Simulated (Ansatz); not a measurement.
# Scan of one atom of the cell for BeO (wurtzite)

Starting cell, BeO (wurtzite):

```yaml
crystal:
  lattice:
    - [2.71181, 0.00000, 0.00000]
    - [-1.35591, 2.34850, 0.00000]
    - [0.00000, 0.00000, 4.40456]
  atoms:
    - { symbol: Be, position: [0.66667, 0.33333, 0.00149] }
    - { symbol: Be, position: [0.33333, 0.66667, 0.50149] }
    - { symbol: O, position: [0.66667, 0.33333, 0.62371] }
    - { symbol: O, position: [0.33333, 0.66667, 0.12371] }
```

In each cell atom 4 (O, nearest neighbour Be at 1.656 Å; its periodic images, 2.7 Å or more away, move with it) moves by s·(1.000, 0.000, 0.000) (along Cartesian x), the rest being held.

Method: PBE (plane waves to 420 eV, PAW, scalar-relativistic; Ansatz, an electronic-structure program). k mesh 11×11×6 (Γ-centred), Fermi-Dirac smearing 0.05 eV. Energies are smeared free energies. Compression counts positive. F∥ is the force on the atom along that direction. F⊥ is the part of the force across the line. BeO was relaxed with its symmetry unable to fall. The zero of ΔE is the undisplaced structure.

| s (Å) | ΔE (meV/cell) | P (GPa) | |F⊥| (eV/Å) | F∥ (eV/Å) |
|---|---|---|---|---|
| -0.330 | 694 | 9.2 | 2.996 | 4.571 |
| -0.264 | 430 | 5.8 | 1.853 | 3.449 |
| -0.198 | 236 | 3.2 | 1.014 | 2.462 |
| -0.132 | 103 | 1.4 | 0.442 | 1.581 |
| -0.066 | 25 | 0.3 | 0.109 | 0.772 |
| 0.000 | 0 | 0.0 | 0.000 | 0.000 |
| 0.066 | 25 | 0.3 | 0.109 | -0.772 |
| 0.132 | 103 | 1.4 | 0.442 | -1.581 |
| 0.198 | 236 | 3.2 | 1.014 | -2.462 |
| 0.264 | 430 | 5.8 | 1.853 | -3.449 |
| 0.330 | 694 | 9.2 | 2.996 | -4.571 |

Summary:

| Property | Result |
|---|---|
| Energy at s = 0.330 Å | 694 meV/cell |
| Force along the line at s = -0.330 Å | 4.57 eV/Å |
| Symmetry of the curve | even: the same for both signs |
| Shape of the curve | a single well with its minimum at or next to zero displacement |
| Force constant k = d²E/ds² at s = 0 (finite differences) | 11.6 eV/Å² |
| Harmonic estimate at the end of the scan | ½ks² = 632 meV/cell against the computed 694 meV/cell, so the well is stiffer than harmonic there |

(For displaced atoms, the force is minus the slope of the energy, and its curvature is a force constant, which sets phonon frequencies.)
